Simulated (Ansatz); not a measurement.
Input and output for Ca (dhcp type): DFT, PBE, PAW with Ansatz's default frozen-core files, scalar-relativistic (Ansatz 0.2.0). This run: cell relaxed at zero pressure.

The start is a guessed cell of a prototype that needn't be stable.

Command: `ansatz run input.yaml --threads 1 --pin off --max-ram 3072MiB --backend cpu --events-out ev --progress --plain --runs-dir out` It took 11 s on 1 thread of Intel(R) Xeon(R) 6975P-C (Granite Rapids), with other jobs on the host, peak memory 0.49 GiB.

```yaml
crystal:
  lattice:
    - [3.9134533828, 0.0, 0.0]
    - [-1.9567266914, 3.389150046, 0.0]
    - [0.0, 0.0, 12.7187234939]
  atoms:
    - { symbol: Ca, position: [0.0, 0.0, 0.0] }
    - { symbol: Ca, position: [0.0, 0.0, 0.5] }
    - { symbol: Ca, position: [0.3333333333, 0.6666666667, 0.25] }
    - { symbol: Ca, position: [0.6666666667, 0.3333333333, 0.75] }
kpoints:
  mp_grid: { grid: [10, 10, 3] }
scf:
  occupations: { method: fermi_dirac, width: 0.08 }
hamiltonian:
  xc: pbe
  pseudopotentials: { kind: paw }
output:
  forces: true
  stress: true
  write_density: true
  write_potential: true
  elf: true
  volumetric_format: npy
relax:
  f_tol: 0.005
  max_steps: 40
  cell: {}
```

Output:

```
Engine: ansatz 0.2.0
Pseudopotentials: kind: paw
Pseudopotential: Ca, paw, valence charge 10, recommended cutoff 420 eV (normal), Ca.paw.azcp
Functional definition: PBE
  parameter kappa = 0.804
  parameter beta = 0.06672455060314922
  exchange = pbe_x(kappa = kappa, mu = beta*pi^2/3)
  correlation = pbe_c(beta = beta)
Crystal: 4 atoms, lattice volume = 168.692 Å³
Basis set: ecut = 420 eV, 3319 PW (Γ), exchange–correlation on 54×54×180 points (8 copies of the dense FFT grid, shifted against one another)
Bands: 24, of which v1, the nominal top of the filled ones, is band 20 counted from 1 (19 counted from 0)
Symmetry: 24 space group operations
Space group: P63/mmc (ITA 194), of the structure as read, at distance tolerance 5.5e-5 Å
k-points: 28 of 300
Non-local potential: Ca, projectors of the file, l = 0: 3, l = 1: 2, l = 2: 2
PAW form: soft (Blöchl's): semilocal exchange-correlation on the pseudo side does not see the compensation charge
PAW one-centre angular grid: Ca, 110 points (default); XC on 64 Gauss nodes
Initial density: superposition of atomic densities (neutral atoms: chi_scale 0, normalization atom), corrected by the library's trained network
Initial wavefunctions: pseudopotential atomic-orbital guess
Functional: x = pbe(κ = 0.804, μ = 0.2195149727645171), c = pbe(β = 0.06672455060314922)
SCF iter   1: F=—  HF=-7267.482238 eV  |F-HF|=—  |Δ(HF+E_count)|=         —  Δρ=1.07e-3  dr2=3.40e-3  ethr=1.77e-3  ⟨swp⟩=8.5  Hψ=7326  notcnv=0
automatic band count: the SCF goes on with 28 bands, as 24 were too few: the levels above may hold too much charge
preconditioner: auto → Kerker (q_TF=auto, 2.146 Å⁻¹)  [metal: Δε(μ)=0.026 eV  Ē_g=2.538 eV  σ=0.080 eV  W_gap=0.08  n_scr=38 (ndim 8)  ℏωp=8.1 eV  f_vac=0.000  D(μ)=5.37/eV (n_scr^D=50)]
SCF iter   2: F=—  HF=-7267.484044 eV  |F-HF|=—  |Δ(HF+E_count)|=   1.81e-3  Δρ=6.55e-4  dr2=1.32e-3  ethr=8.51e-6  ⟨swp⟩=2.6  Hψ=1424  notcnv=0
SCF iter   3: F=—  HF=-7267.484135 eV  |F-HF|=—  |Δ(HF+E_count)|=   9.13e-5  Δρ=1.84e-4  dr2=1.36e-4  ethr=3.29e-6  ⟨swp⟩=1.2  Hψ=791  notcnv=0
SCF iter   4: F=—  HF=-7267.484102 eV  |F-HF|=—  |Δ(HF+E_count)|=   3.30e-5  Δρ=5.69e-5  dr2=6.58e-6  ethr=3.39e-7  ⟨swp⟩=1.5  Hψ=803  notcnv=0
SCF iter   5: F=—  HF=-7267.484096 eV  |F-HF|=—  |Δ(HF+E_count)|=   6.07e-6  Δρ=1.30e-5  dr2=3.88e-7  ethr=1.64e-8  ⟨swp⟩=2.0  Hψ=946  notcnv=0
SCF iter   6: F=-7267.484096 eV  HF=-7267.484096 eV  |F-HF|=1.50e-8  |Δ(HF+E_count)|=   1.66e-8  Δρ=4.91e-6  dr2=7.61e-8  ethr=2.50e-10  ⟨swp⟩=8.1  Hψ=4308  notcnv=0
SCF 1 converged in 6 iterations: F = -7267.484096 eV  dr2 = 7.61e-8
  greatest PAW one-centre occupation: 0.996 electrons in one spin orbital (limit 2), on the Ca atom at site 0 (counted from 0), in its partial waves of l = 0
relax step   1: F+E_penalty+E_count = -7267.48409594 eV  Δ(F+E_penalty+E_count) = +0.000e0 eV  max|allowed force component| = 7.517e-18 eV/Å  Δτ_max = 0.0000 Å  P = +0.072 GPa  Ω = 168.692 Å³  (6 SCF iters, dr2 threshold 1.00e-7 eV, accepted)
Crystal: 4 atoms, lattice volume = 169.054 Å³
Basis set: ecut = 420 eV, 3331 PW (Γ), exchange–correlation on 54×54×180 points (8 copies of the dense FFT grid, shifted against one another)
Bands: 28, of which v1, the nominal top of the filled ones, is band 20 counted from 1 (19 counted from 0)
Initial density: handed on by an earlier stage of this run
Initial wavefunctions: those handed on with the density
iter 1 solved again at ethr=3.70e-7 eV; its pass at ethr=3.10e-3 eV (dr2=1.48e-4 eV) is discarded
SCF iter   1: F=—  HF=-7267.485812 eV  |F-HF|=—  |Δ(HF+E_count)|=         —  Δρ=9.90e-5  dr2=1.48e-5  ethr=3.70e-7  ⟨swp⟩=3.1  Hψ=5028  notcnv=0
preconditioner: auto → Kerker (q_TF=auto, 2.146 Å⁻¹)  [metal: Δε(μ)=0.007 eV  Ē_g=2.540 eV  σ=0.080 eV  W_gap=0.02  n_scr=38 (ndim 8)  ℏωp=8.1 eV  f_vac=0.000  D(μ)=5.28/eV (n_scr^D=50)]
SCF iter   2: F=—  HF=-7267.485806 eV  |F-HF|=—  |Δ(HF+E_count)|=   6.05e-6  Δρ=6.47e-5  dr2=7.12e-6  ethr=3.70e-8  ⟨swp⟩=1.0  Hψ=785  notcnv=0
SCF iter   3: F=—  HF=-7267.485809 eV  |F-HF|=—  |Δ(HF+E_count)|=   3.02e-6  Δρ=1.07e-5  dr2=3.75e-7  ethr=1.78e-8  ⟨swp⟩=2.0  Hψ=904  notcnv=0
SCF iter   4: F=-7267.485809 eV  HF=-7267.485809 eV  |F-HF|=6.63e-9  |Δ(HF+E_count)|=   5.42e-8  Δρ=2.88e-6  dr2=2.01e-8  ethr=8.80e-10  ⟨swp⟩=7.8  Hψ=4204  notcnv=0
SCF 2 converged in 4 iterations: F = -7267.485809 eV  dr2 = 2.01e-8
  greatest PAW one-centre occupation: 0.996 electrons in one spin orbital (limit 2), on the Ca atom at site 1 (counted from 0), in its partial waves of l = 0
relax step   2: F+E_penalty+E_count = -7267.48580888 eV  Δ(F+E_penalty+E_count) = -1.713e-3 eV  max|allowed force component| = 1.012e-17 eV/Å  Δτ_max = 0.0000 Å  P = +0.029 GPa  Ω = 169.054 Å³  energy of the carried Pulay correction = -1.395e-5 eV  (4 SCF iters, dr2 threshold 3.52e-7 eV, accepted)
Crystal: 4 atoms, lattice volume = 169.245 Å³
Basis set: ecut = 420 eV, 3343 PW (Γ), exchange–correlation on 54×54×180 points (8 copies of the dense FFT grid, shifted against one another)
iter 1 solved again at ethr=4.15e-7 eV; its pass at ethr=3.10e-3 eV (dr2=1.66e-4 eV) is discarded
SCF iter   1: F=—  HF=-7267.486399 eV  |F-HF|=—  |Δ(HF+E_count)|=         —  Δρ=1.02e-4  dr2=1.47e-5  ethr=4.15e-7  ⟨swp⟩=3.1  Hψ=4986  notcnv=0
preconditioner: auto → Kerker (q_TF=auto, 2.145 Å⁻¹)  [metal: Δε(μ)=0.032 eV  Ē_g=2.548 eV  σ=0.080 eV  W_gap=0.10  n_scr=38 (ndim 8)  ℏωp=8.1 eV  f_vac=0.000  D(μ)=5.16/eV (n_scr^D=38)]
SCF iter   2: F=—  HF=-7267.486392 eV  |F-HF|=—  |Δ(HF+E_count)|=   6.79e-6  Δρ=6.63e-5  dr2=7.09e-6  ethr=3.68e-8  ⟨swp⟩=1.1  Hψ=810  notcnv=0
SCF iter   3: F=—  HF=-7267.486396 eV  |F-HF|=—  |Δ(HF+E_count)|=   3.45e-6  Δρ=1.11e-5  dr2=3.88e-7  ethr=1.77e-8  ⟨swp⟩=2.0  Hψ=901  notcnv=0
SCF iter   4: F=-7267.486396 eV  HF=-7267.486396 eV  |F-HF|=7.26e-9  |Δ(HF+E_count)|=   6.09e-8  Δρ=2.72e-6  dr2=1.72e-8  ethr=2.17e-10  ⟨swp⟩=7.8  Hψ=4211  notcnv=0
SCF 3 converged in 4 iterations: F = -7267.486396 eV  dr2 = 1.72e-8
[... lines left out ...]
SCF iter   4: F=—  HF=-7267.486415 eV  |F-HF|=—  |Δ(HF+E_count)|=  1.20e-10  Δρ=2.53e-7  dr2=1.13e-10  ethr=1.65e-12  ⟨swp⟩=2.2  Hψ=1178  notcnv=0
SCF iter   5: F=-7267.486415 eV  HF=-7267.486415 eV  |F-HF|=9.09e-13  |Δ(HF+E_count)|=  1.73e-11  Δρ=5.52e-8  dr2=5.51e-12  ethr=1.00e-12  ⟨swp⟩=6.7  Hψ=3726  notcnv=0
SCF 4 converged in 5 iterations: F = -7267.486415 eV  dr2 = 5.51e-12
relax step   4: F+E_penalty+E_count = -7267.48641549 eV  Δ(F+E_penalty+E_count) = -1.962e-5 eV  max|allowed force component| = 2.718e-17 eV/Å  Δτ_max = 0.0000 Å  P = +0.004 GPa  Ω = 169.245 Å³  stress off target by 7.68e-3 GPa  SCF on the basis re-selected at this cell (its energy is not comparable with the rows above)  (5 SCF iters)
basis re-selected at this cell: Δ(F+E_penalty+E_count) = -1.962e-5 eV, ΔP = +0.000 GPa vs the last step (what re-selecting the basis moved, of the pressure what is left beyond the Pulay correction that the steps carried, after the strain that the cell walked since its last selection, with what the two solves' SCF thresholds leave and, on support functions, any second-order correction that the steps lacked; it is no measure of the basis error at this ecutwfc). This SCF's stress stands 7.68e-3 GPa from its target on what of the cell is left free (relax.cell.stress_tol is 5.00e-2 GPa) and its largest allowed force component is 2.72e-17 eV/Å (relax.f_tol is 5.00e-3 eV/Å): within both
SCF converged after 5 iterations
Free energy (F): -7267.486415 eV
Harris-Foulkes:  -7267.486415 eV  (|F-HF|=9.09e-13)
Internal energy: -7267.377820 eV  (E = F + TS)
E sigma→0 (E₀):  -7267.432118 eV
Entropy (-TS):   -0.108596 eV (-27.149 meV/atom)
Fermi energy:    4.959151 eV
--- Per-component energies (eV) ---
  E_band       = -701.592518
  E_kinetic    = 1102.058836
  E_local      = -3398.164597  (includes V_loc(G=0)·N_el)
  E_nonlocal   = 254.636819
  E_hartree    = 1137.598093
  E_xc         = -543.514594
  E_vxc        = -677.450907  (∫ρ·V_xc dr)
  E_paw        = -3432.966954  (= ΣΔE_a)
  E_vpaw       = -257.868887  (= ΣTr[D̂ρ^β])
  E_aug_tail   = -0.000025  (compensation charges beyond the density's cutoff)
  E_ewald      = -2387.025399
  E_smearing   = -0.108596  (= −TS)
  E_closure    = -0.000000  (closes the sum)
  Σ components = -7267.486415   (vs F -7267.486415, Δ=0.00e0)
--- Forces (eV/Å), atoms counted from 1 ---
  atom   1  Ca    -0.00000000    -0.00000000    -0.00000000
  atom   2  Ca     0.00000000     0.00000000     0.00000000
  atom   3  Ca     0.00000000    -0.00000000    -0.00000000
  atom   4  Ca     0.00000000     0.00000000     0.00000000
  max |Σ_I F_I| component: 3.47e-18 eV/Å
--- Stress (GPa, compression-positive) ---
        0.007682      -0.000000      -0.000000
       -0.000000       0.007682      -0.000000
       -0.000000      -0.000000      -0.002552
  P = ⅓ Tr σ = 0.0043 GPa (0.043 kbar)
--- Band table (eV; the first three rows and the last of 28) ---
  k-point 0: bands = ["-37.0981", "-37.0933", "-37.0895", "-37.0847", "-18.1440", "-18.0791", "-18.0769", "-18.0350", "-18.0350", "-18.0278", "-18.0278", "-18.0238", "-18.0238", "-18.0166", "-18.0166", "-18.0108", "0.9079", "1.9099", "1.9124", "3.9107", "4.7248", "6.3185", "6.3311", "7.1759", "7.1759", "7.2173", "7.2253", "7.2253"]
  k-point 1: bands = ["-37.0973", "-37.0951", "-37.0877", "-37.0855", "-18.1353", "-18.1112", "-18.0445", "-18.0339", "-18.0339", "-18.0307", "-18.0307", "-18.0209", "-18.0209", "-18.0199", "-18.0178", "-18.0178", "1.0247", "1.3672", "2.6117", "3.3852", "5.1792", "5.7866", "6.7777", "7.0986", "7.2088", "7.2088", "7.2458", "7.2458"]
  k-point 2: bands = ["-37.0969", "-37.0924", "-37.0886", "-37.0841", "-18.1397", "-18.0806", "-18.0787", "-18.0451", "-18.0382", "-18.0349", "-18.0316", "-18.0303", "-18.0268", "-18.0263", "-18.0184", "-18.0123", "1.0601", "2.0506", "2.0530", "4.0614", "4.7419", "6.2867", "6.3357", "6.9758", "7.0506", "7.0889", "7.2752", "7.3059"]
  k-point 27: bands = ["-37.0832", "-37.0831", "-37.0792", "-37.0791", "-18.1254", "-18.1226", "-18.1210", "-18.1109", "-18.1005", "-18.0987", "-18.0860", "-18.0826", "-18.0579", "-18.0489", "-18.0437", "-18.0412", "4.3304", "4.5310", "4.9723", "5.0214", "5.1363", "5.2079", "5.2466", "5.5196", "5.8517", "5.9684", "6.0510", "6.3007"]
--- Relaxed structure (3 steps of the walk, 3 accepted, 1 SCFs on fresh bases) ---
  F+E_penalty+E_count = -7267.48641549 eV   max|allowed force component| = 2.718e-17 eV/Å   (the final SCF, on the basis selected at the relaxed cell)
  cell:  # Å, volume = 169.2448 Å³
    - [3.899710112751305, -1.1730979413497617e-32, -4.959796165993186e-19]
    - [-1.9498550563756525, 3.3772480250377077, 2.4798980829965745e-19]
    - [-1.6119337539297982e-18, -6.797602412009005e-33, 12.850503172542222]
  atoms:
    - { symbol: Ca, position: [1.1130769215456728e-35, 2.841317023794058e-35, -1.6451178811043424e-37] }
    - { symbol: Ca, position: [4.81482486096809e-35, 3.788422698392092e-35, 0.5] }
    - { symbol: Ca, position: [0.3333333333333333, 0.6666666666666667, 0.25] }
    - { symbol: Ca, position: [0.6666666666666667, 0.3333333333333333, 0.75] }
```

Next run (the series' base cell), as changes to the input before:

```diff
   lattice:
-    - [3.9134533828, 0.0, 0.0]
-    - [-1.9567266914, 3.389150046, 0.0]
-    - [0.0, 0.0, 12.7187234939]
+    - [3.8997101128, 0.0, 0.0]
+    - [-1.9498550564, 3.377248025, 0.0]
+    - [0.0, 0.0, 12.8505031725]
   atoms:
   mp_grid: { grid: [10, 10, 3] }
+  band_path:
+    path:
+      - [0.0, 0.0, 0.0]
+      - [0.5, 0.0, 0.0]
+      - [0.3333333333, 0.3333333333, 0.0]
+      - [0.0, 0.0, 0.0]
+      - [0.0, 0.0, 0.5]
+      - [0.5, 0.0, 0.5]
+      - [0.3333333333, 0.3333333333, 0.5]
+      - [0.0, 0.0, 0.5]
+      - [0.5, 0.0, 0.5]
+    npoints: 8
 scf:
   stress: true
+  eigenvalues: true
+  populations: true
+  dos: { projected: true, de: 0.2, e_range: [-14, 8] }
   write_density: true
   volumetric_format: npy
-relax:
-  f_tol: 0.005
-  max_steps: 40
-  cell: {}
```

Command: `ansatz run input.yaml --threads 1 --pin off --max-ram 3072MiB --backend cpu --events-out ev --progress --plain --runs-dir out` It took 6.8 s on 1 thread of Intel(R) Xeon(R) 6975P-C (Granite Rapids), on a shared host, peak memory 0.51 GiB.

Results part of the output:

```
SCF 1 converged in 6 iterations: F = -7267.486415 eV  dr2 = 4.54e-8
  greatest PAW one-centre occupation: 0.996 electrons in one spin orbital (limit 2), on the Ca atom at site 1 (counted from 0), in its partial waves of l = 0
NSCF: frozen V_eff on 65 k-points
SCF converged after 6 iterations
Free energy (F): -7267.486415 eV
Harris-Foulkes:  -7267.486416 eV  (|F-HF|=1.11e-8)
Internal energy: -7267.377822 eV  (E = F + TS)
E sigma→0 (E₀):  -7267.432119 eV
Entropy (-TS):   -0.108593 eV (-27.148 meV/atom)
Fermi energy:    4.959176 eV
--- Per-component energies (eV) ---
  E_band       = -701.588214
  E_kinetic    = 1102.057602
  E_local      = -3398.161065  (includes V_loc(G=0)·N_el)
  E_nonlocal   = 254.636375
  E_hartree    = 1137.595761
  E_xc         = -543.514410
  E_vxc        = -677.450671  (∫ρ·V_xc dr)
  E_paw        = -3432.966661  (= ΣΔE_a)
  E_vpaw       = -257.868569  (= ΣTr[D̂ρ^β])
  E_aug_tail   = -0.000025  (compensation charges beyond the density's cutoff)
  E_ewald      = -2387.025399
  E_smearing   = -0.108593  (= −TS)
  E_closure    = 0.000000  (closes the sum)
  Σ components = -7267.486415   (vs F -7267.486415, Δ=0.00e0)
--- Forces (eV/Å), atoms counted from 1 ---
  atom   1  Ca     0.00000000    -0.00000000     0.00000000
  atom   2  Ca     0.00000000    -0.00000000     0.00000000
  atom   3  Ca    -0.00000000     0.00000000     0.00000000
  atom   4  Ca     0.00000000    -0.00000000     0.00000000
  max |Σ_I F_I| component: 3.47e-18 eV/Å
--- Stress (GPa, compression-positive) ---
        0.007682      -0.000000       0.000000
        0.000000       0.007682       0.000000
        0.000000       0.000000      -0.002507
  P = ⅓ Tr σ = 0.0043 GPa (0.043 kbar)
--- Band table (eV; the first three rows and the last of 28) ---
  k-point 0: bands = ["-37.0979", "-37.0932", "-37.0894", "-37.0846", "-18.1439", "-18.0790", "-18.0767", "-18.0349", "-18.0349", "-18.0277", "-18.0277", "-18.0237", "-18.0237", "-18.0165", "-18.0165", "-18.0107", "0.9079", "1.9099", "1.9125", "3.9107", "4.7248", "6.3186", "6.3312", "7.1760", "7.1760", "7.2174", "7.2254", "7.2254"]
  k-point 1: bands = ["-37.0971", "-37.0950", "-37.0875", "-37.0854", "-18.1351", "-18.1110", "-18.0444", "-18.0337", "-18.0337", "-18.0306", "-18.0306", "-18.0208", "-18.0208", "-18.0197", "-18.0177", "-18.0177", "1.0247", "1.3672", "2.6117", "3.3852", "5.1793", "5.7867", "6.7778", "7.0987", "7.2089", "7.2089", "7.2459", "7.2459"]
  k-point 2: bands = ["-37.0968", "-37.0923", "-37.0885", "-37.0839", "-18.1396", "-18.0804", "-18.0785", "-18.0449", "-18.0381", "-18.0348", "-18.0315", "-18.0302", "-18.0267", "-18.0262", "-18.0183", "-18.0122", "1.0601", "2.0506", "2.0531", "4.0614", "4.7419", "6.2868", "6.3357", "6.9759", "7.0506", "7.0889", "7.2753", "7.3060"]
  k-point 27: bands = ["-37.0830", "-37.0829", "-37.0791", "-37.0790", "-18.1253", "-18.1225", "-18.1209", "-18.1107", "-18.1004", "-18.0986", "-18.0859", "-18.0825", "-18.0577", "-18.0488", "-18.0435", "-18.0411", "4.3304", "4.5310", "4.9724", "5.0214", "5.1363", "5.2079", "5.2467", "5.5196", "5.8517", "5.9684", "6.0510", "6.3007"]
--- Löwdin populations: 4 sites ---
  site symbol       q [e]
     0     Ca      9.5046
     1     Ca      9.5046
     2     Ca      9.4962
     3     Ca      9.4962
  spilling = 0.049959 (of n_electrons = 40.000000)
```

Next run (shape and atoms relaxed at 0.88 of the base cell's volume), as changes to the input before:

```diff
   lattice:
-    - [3.8997101128, 0.0, 0.0]
-    - [-1.9498550564, 3.377248025, 0.0]
-    - [0.0, 0.0, 12.8505031725]
+    - [3.7370296942, 0.0, 0.0]
+    - [-1.8685148471, 3.2363626499, 0.0]
+    - [0.0, 0.0, 12.3144312148]
   atoms:
   mp_grid: { grid: [10, 10, 3] }
-  band_path:
-    path:
-      - [0.0, 0.0, 0.0]
-      - [0.5, 0.0, 0.0]
-      - [0.3333333333, 0.3333333333, 0.0]
-      - [0.0, 0.0, 0.0]
-      - [0.0, 0.0, 0.5]
-      - [0.5, 0.0, 0.5]
-      - [0.3333333333, 0.3333333333, 0.5]
-      - [0.0, 0.0, 0.5]
-      - [0.5, 0.0, 0.5]
-    npoints: 8
 scf:
   stress: true
-  eigenvalues: true
-  populations: true
-  dos: { projected: true, de: 0.2, e_range: [-14, 8] }
-  write_density: true
-  write_potential: true
-  elf: true
-  volumetric_format: npy
+relax:
+  f_tol: 0.005
+  max_steps: 30
+  cell: { stress_tol: 0.06, fix: [volume] }
```

Results part of the output:

```
basis re-selected at this cell: Δ(F+E_penalty+E_count) = -4.833e-7 eV, ΔP = +0.000 GPa vs the last step (what re-selecting the basis moved, of the pressure what is left beyond the Pulay correction that the steps carried, after the strain that the cell walked since its last selection, with what the two solves' SCF thresholds leave and, on support functions, any second-order correction that the steps lacked; it is no measure of the basis error at this ecutwfc). This SCF's stress stands 4.38e-2 GPa from its target on what of the cell is left free (relax.cell.stress_tol is 6.00e-2 GPa) and its largest allowed force component is 1.85e-17 eV/Å (relax.f_tol is 5.00e-3 eV/Å): within both
SCF converged after 4 iterations
Free energy (F): -7267.328034 eV
Harris-Foulkes:  -7267.328034 eV  (|F-HF|=0.00e0)
Internal energy: -7267.224281 eV  (E = F + TS)
E sigma→0 (E₀):  -7267.276157 eV
Entropy (-TS):   -0.103753 eV (-25.938 meV/atom)
Fermi energy:    5.901700 eV
--- Per-component energies (eV) ---
  E_band       = -655.037326
  E_kinetic    = 1107.714019
  E_local      = -3241.371171  (includes V_loc(G=0)·N_el)
  E_nonlocal   = 255.494421
  E_hartree    = 1080.920642
  E_xc         = -545.765338
  E_vxc        = -680.482994  (∫ρ·V_xc dr)
  E_paw        = -3433.293453  (= ΣΔE_a)
  E_vpaw       = -258.232825  (= ΣTr[D̂ρ^β])
  E_aug_tail   = -0.000025  (compensation charges beyond the density's cutoff)
  E_ewald      = -2490.923376
  E_smearing   = -0.103753  (= −TS)
  E_closure    = 0.000000  (closes the sum)
  Σ components = -7267.328034   (vs F -7267.328034, Δ=0.00e0)
--- Forces (eV/Å), atoms counted from 1 ---
  atom   1  Ca     0.00000000     0.00000000     0.00000000
  atom   2  Ca    -0.00000000     0.00000000     0.00000000
  atom   3  Ca    -0.00000000     0.00000000     0.00000000
  atom   4  Ca     0.00000000    -0.00000000     0.00000000
  max |Σ_I F_I| component: 4.63e-18 eV/Å
--- Stress (GPa, compression-positive) ---
        2.707703      -0.000000       0.000000
        0.000000       2.707703       0.000000
        0.000000       0.000000       2.773369
  P = ⅓ Tr σ = 2.7296 GPa (27.296 kbar)
--- Relaxed structure (2 steps of the walk, 2 accepted, 1 SCFs on fresh bases) ---
  F+E_penalty+E_count = -7267.32803402 eV   max|allowed force component| = 1.850e-17 eV/Å   (the final SCF, on the basis selected at the relaxed cell)
  cell:  # Å, volume = 148.9355 Å³
    - [3.734336913313308, 0.0, 0.0]
    - [-1.867168456656654, 3.2340306332192923, 0.0]
    - [0.0, 0.0, 12.33219716447332]
  atoms:
    - { symbol: Ca, position: [4.246077413588715e-35, 8.277419897079446e-35, -1.0182042670149181e-38] }
    - { symbol: Ca, position: [3.436350870883541e-35, 6.657966811669098e-35, 0.4999999999999999] }
    - { symbol: Ca, position: [0.33333333333333326, 0.6666666666666666, 0.24999999999999994] }
    - { symbol: Ca, position: [0.6666666666666666, 0.33333333333333326, 0.7499999999999998] }
```
